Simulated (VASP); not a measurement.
A run of VASP 6.6.1:

The input INCAR:

```
  PREC = Accurate
  ENCUT = 520
  EDIFF = 1E-7
  ISMEAR = 0
  SIGMA = 0.05
  LREAL = Auto
  LASPH = T
  NELM = 100
  ALGO = Fast
  ISIF = 2
  LWAVE = F
  LCHARG = F
  LDIPOL = T
  IDIPOL = 3
  DIPOL = 0.5 0.5 0.348
  GGA = PE
  NBANDS = 84
```

The input KPOINTS:

```
Automatic mesh
0
Gamma
  5 5 1
```

Contents of POSCAR:

```
H2C7
1.0
    5.0508284795      0.0000000000      0.0000000000
    0.0000000000      5.0508284795      0.0000000000
    0.0000000000      0.0000000000     18.8596184069
C H
28 8
Direct
    0.5000000000      0.5000000000      0.2466861049
    0.5000000000      0.0000000000      0.2466861049
    0.0000000000      0.5000000000      0.2466861049
    0.0000000000      0.0000000000      0.2466861049
    0.7500000000      0.5000000000      0.2940289910
    0.7500000000      0.0000000000      0.2940289910
    0.2500000000      0.5000000000      0.2940289910
    0.2500000000      0.0000000000      0.2940289910
    0.7500000000      0.7500000000      0.3413718772
    0.7500000000      0.2500000000      0.3413718772
    0.2500000000      0.7500000000      0.3413718772
    0.2500000000      0.2500000000      0.3413718772
   -0.0003402112      0.7500000000      0.3928759120
    0.0009448187      0.2500000000      0.3933993275
    0.4997076220      0.7500000000      0.3852252453
    0.5001955576      0.2500000000      0.3862406696
    0.0003194697     -0.0029917478      0.4438733844
    0.0003194697      0.5029917478      0.4438733844
    0.4989956060     -0.0062808034      0.4306713847
    0.4989956060      0.5062808034      0.4306713847
    0.2681663874     -0.0058457736      0.4876511644
    0.2681663874      0.5058457736      0.4876511644
    0.7324152447     -0.0018780463      0.4868250171
    0.7324152447      0.5018780463      0.4868250171
    0.3655745444      0.2500000000      0.5141925563
    0.3609150480      0.7500000000      0.5440446980
    0.6372071129      0.2500000000      0.5215391561
    0.6349495294      0.7500000000      0.5235214783
    0.5000000000      0.6422973790      0.2067119476
    0.5000000000      0.3577026210      0.2067119476
    0.5000000000      0.1422973790      0.2067119476
    0.5000000000     -0.1422973790      0.2067119476
    0.0000000000      0.3577812996      0.2066501452
    0.0000000000      0.6422187004      0.2066501452
    0.0000000000     -0.1422187004      0.2066501452
    0.0000000000      0.1422187004      0.2066501452
```

Potentials or basis: VASP PAW PBE potentials, release 64 (C, H).

The run is started by

```bash
$ cat potpaw_PBE.64/C/POTCAR potpaw_PBE.64/H/POTCAR > POTCAR
$ mpirun -np 1 vasp_std > vasp.out
```

Hardware: 1 thread of AMD EPYC 9R45 (Zen 5) (shared host).

Problem. How long does it take, and how much memory?

Solution. Run time: 8.3 min on 1 thread of AMD EPYC 9R45 (Zen 5), on a shared host, peak memory 0.57 GiB. Counts: scf iterations 27, k points 9.
